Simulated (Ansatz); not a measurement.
Crystal: SrO.

```
Sr O
1.0
     0.00000    2.56630    2.56630
     2.56630    0.00000    2.56630
     2.56630    2.56630    0.00000
Sr O
1 1
Direct
  0.50000 0.50000 0.50000
  0.00000 0.00000 0.00000
```

* Program: Ansatz 0.2.0
* Task: relaxation of cell and atoms
* Functional: RPBE
* Dispersion: D4
* Potentials or basis: Ansatz PAW
* Cutoff: 420 eV (not typed: the program's choice for these potentials)
* k mesh: 9 × 9 × 9
* Occupations: fermi-dirac, width 0.05 eV
* Spin: no spin polarisation

At the start: volume 16.90 Å³/atom.

Problem. Where does the relaxation end?

Solution. It ends after 7 steps and the volume is 17.53 Å³/atom (+3.7 %); space group Fm-3m (No. 225, to 0.05 Å).

The path:
```tsv
step	energy change (eV)	largest force (eV/Å)	volume (Å³)
1	0.0000	0.0000	33.80
2	0.0015	0.0000	36.09
3	-0.0091	0.0000	35.05
4	-0.0093	0.0000	35.00
5	-0.0121	0.0000	35.00
6	-0.0120	0.0000	35.05
7	-0.0122	0.0000	35.05
```

Final structure:
```cif
data_structure
_symmetry_space_group_name_H-M 'P 1'
_symmetry_Int_Tables_number 1
_cell_length_a 3.6735
_cell_length_b 3.6735
_cell_length_c 3.6735
_cell_angle_alpha 60.000
_cell_angle_beta 60.000
_cell_angle_gamma 60.000
_cell_volume 35.05
loop_
_atom_site_label
_atom_site_type_symbol
_atom_site_fract_x
_atom_site_fract_y
_atom_site_fract_z
_atom_site_occupancy
Sr1 Sr 0.50000 0.50000 0.50000 1
O1 O 0.00000 0.00000 0.00000 1
```

Caveat: the plane-wave basis is chosen anew once the cell has moved, so the energies of steps on either side of that aren't comparable; the pressure holds a Pulay correction of +0.3 GPa for the finite cutoff; the PAW data sets come from PBE, with cores solved anew for the run's functional, which leaves a small shift of forces and pressure.
